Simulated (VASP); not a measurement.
Set up this calculation in VASP 6.6.1, as the native input.

| Property | Result |
| --- | --- |
| Task | relaxation of cell and atoms |
| Functional | PBE |
| Potentials or basis | VASP PAW PBE potentials, release 64 (S, Hf_pv) |
| Cutoff | 600 eV |
| k mesh | 12 × 12 × 1 |
| Occupations | gaussian, width 0.03 eV |
| Spin | no spin polarisation |
| Dipole correction | no |
| Further INCAR settings | ALGO = Normal; EDIFF = 1e-06; IBRION = 2; EDIFFG = -0.005; NSW = 40; ISIF = 3 |

The structure of HfS2 lies in POSCAR:

```
HfS2
1.0
    3.6300000000      0.0000000000      0.0000000000
   -1.8150000000      3.1436722200      0.0000000000
    0.0000000000      0.0000000000     18.8800000000
S Hf
2 1
Direct
    0.3333330000      0.6666670000      0.4237288100
    0.6666670000      0.3333330000      0.5762711900
    0.0000000000      0.0000000000      0.5000000000
```

The cell was built by a generator and needn't be a form met in nature.

The input as run:

INCAR

```
PREC = Accurate
ENCUT = 600
EDIFF = 1E-6
ISMEAR = 0
SIGMA = 0.03
LREAL = F
LASPH = T
NELM = 120
ALGO = Normal
ISIF = 3
LWAVE = F
LCHARG = F
GGA = PE
IBRION = 2
NSW = 40
EDIFFG = -0.005
LATTICE_CONSTRAINTS = .TRUE. .TRUE. .FALSE.
KPAR = 2
```

KPOINTS

```
Automatic mesh
0
Gamma
  12 12 1
```

Potentials or basis: VASP PAW PBE potentials, release 64 (S, Hf_pv).

Launch:

```bash
$ cat potpaw_PBE.64/S/POTCAR potpaw_PBE.64/Hf_pv/POTCAR > POTCAR
$ mpirun -np 2 vasp_std > vasp.out
```

Results of the run:

```yaml
Relaxed_volume: 72.34 Å³/atom
Relaxed_cell: a = 3.643 Å, b = 3.643 Å, c = 18.880 Å, α = 90.00°, β = 90.00°, γ = 120.00°
Space_group_after_relaxing_to_0.05_Å: P-3m1 (No. 164)
Energy_gained_by_relaxing: 0.8 meV/atom
Ionic_steps: 6
Band_gap_on_the_k_mesh: 1.31 eV, indirect (least direct gap 2.09 eV)
```

Caveat: spin-orbit coupling is left out, which moves the levels of the heavy elements.

Run time: 2.9 min on 2 MPI ranks on Intel(R) Xeon(R) Platinum 8488C (Sapphire Rapids) (shared host), peak memory 0.44 GiB a rank.
